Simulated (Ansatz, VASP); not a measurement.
# One calculation of Si3Mo, two programs

INCAR

```
  ALGO = Normal
  EDIFF = 1E-7
  EDIFFG = -0.04
  ENCUT = 600
  GGA = PE
  IBRION = 2
  ISIF = 3
  ISMEAR = 0
  LASPH = True
  LCHARG = False
  LREAL = False
  LWAVE = False
  NELM = 100
  NSW = 90
  PREC = Accurate
  SIGMA = 0.1
```

File KPOINTS:

```
k-points
0
Gamma
  4 4 6
```

POSCAR

```
Si3Mo
1.0
    4.5333032800      0.0000000000      0.0000000000
    0.0000000000      4.5333032800      0.0000000000
    0.0000000000      0.0000000000      3.1859305100
Si Mo
3 1
Direct
    0.5000000000      0.5000000000      0.0000000000
    0.5000000000      0.0000000000      0.5000000000
    0.0000000000      0.5000000000      0.5000000000
    0.0000000000      0.0000000000      0.0000000000
```

Input for Ansatz:

```yaml
crystal:
  lattice:
    - [4.53330328, 0.0, 0.0]
    - [0.0, 4.53330328, 0.0]
    - [0.0, 0.0, 3.18593051]
  atoms:
    - { symbol: Si, position: [0.5, 0.5, 0.0] }
    - { symbol: Si, position: [0.5, 0.0, 0.5] }
    - { symbol: Si, position: [0.0, 0.5, 0.5] }
    - { symbol: Mo, position: [0.0, 0.0, 0.0] }
basis:
  ecutwfc: 420
kpoints:
  mp_grid: { grid: [4, 4, 6] }
hamiltonian:
  xc: pbe
scf:
  occupations: { method: gaussian, width: 0.1 }
  lower_state_search: "off"
output:
  forces: true
  stress: true
  eigenvalues: true
relax:
  adjacent_minimum: "off"
  f_tol: 0.04
  max_steps: 70
  cell: { stress_tol: 0.4 }
```

Change from the starting cell: species swapped into the Fe3Co type (P4/mmm, No. 123).

Alike in both runs: task relaxation of cell and atoms; functional PBE; k mesh 4 × 4 × 6; occupations gaussian, width 0.1 eV; no spin polarisation.

|  | VASP | Ansatz |
| --- | --- | --- |
| version | VASP 6.6.1 | Ansatz 0.2.0 |
| potentials or method | VASP PAW PBE potentials, release 64 (Si, Mo_sv) | scalar-relativistic, plane waves, PAW |
| plane-wave cutoff (eV) | 600 | 420 |
| valence electrons in the cell | 26 | 26 |

Ansatz gave:

* gap on the k mesh at the Fermi level, each at its own relaxed structure (eV): none
* relaxed volume (Å³/atom): 13.98
* relaxed cell length with the largest relative difference (Å): 4.207
* energy change over the relaxation (meV/atom): -151

**Question.** What did VASP give for the same quantities?

**Answer.** gap on the k mesh at the Fermi level, each at its own relaxed structure (eV): none; relaxed volume (Å³/atom): 13.99; relaxed cell length with the largest relative difference (Å): 4.208; energy change over the relaxation (meV/atom): -150.

A gap of «none» marks a metal or a gap that the smearing closes.
